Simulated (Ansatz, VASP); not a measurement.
**Rh in VASP and in Ansatz**

File INCAR:

```
PREC = Accurate ; ENCUT = 520
EDIFF = 1E-6 ; ISMEAR = 0
SIGMA = 0.1 ; LREAL = False
LASPH = True ; NELM = 80
ALGO = Normal ; ISIF = 2
LWAVE = False ; LCHARG = False
GGA = PE ; NBANDS = 14
```

Contents of KPOINTS:

```
Automatic mesh
0
Gamma
  18 18 18
```

File POSCAR:

```
Rh
1.0
    0.0000000000      1.8758966508      1.8758966508
    1.8758966508      0.0000000000      1.8758966508
    1.8758966508      1.8758966508      0.0000000000
Rh
1
Direct
    0.0000000000      0.0000000000      0.0000000000
```

Input for Ansatz:

```yaml
crystal:
  lattice:
    - [0.0, 1.8758966512, 1.8758966512]
    - [1.8758966512, 0.0, 1.8758966512]
    - [1.8758966512, 1.8758966512, 0.0]
  atoms:
    - { symbol: Rh, position: [0.0, 0.0, 0.0] }
basis:
  ecutwfc: 420
kpoints:
  mp_grid: { grid: [18, 18, 18] }
hamiltonian:
  xc: pbe
scf:
  occupations: { method: gaussian, width: 0.1 }
output:
  forces: true
  stress: true
  eigenvalues: true
  write_density: true
  write_potential: true
  elf: true
  volumetric_format: npy
```

Alike in both runs: task single point; functional PBE; k mesh 18 × 18 × 18; occupations gaussian, width 0.1 eV; no spin polarisation.

|  | VASP | Ansatz |
| --- | --- | --- |
| version | VASP 6.6.1 | Ansatz 0.2.0 |
| potentials or method | VASP PAW PBE potentials, release 64 (Rh_pv) | scalar-relativistic, plane waves, PAW |
| plane-wave cutoff (eV) | 520 | 420 |
| valence electrons in the cell | 15 | 17 |

```csv
,VASP,Ansatz,Ansatz less VASP
gap on the k mesh at the Fermi level (eV),none,none,-
pressure (GPa),18.7,18.7,-0.05
```

A gap of «none» marks a metal or a gap that the smearing closes. With one functional, cell and mesh, what is left measures potentials, basis and numerics. The two sets of potentials don't hold the same shells in valence.

Caveats: so large a pressure means that the cell lies far from this level's equilibrium, or that cutoff or potentials fall short (VASP).
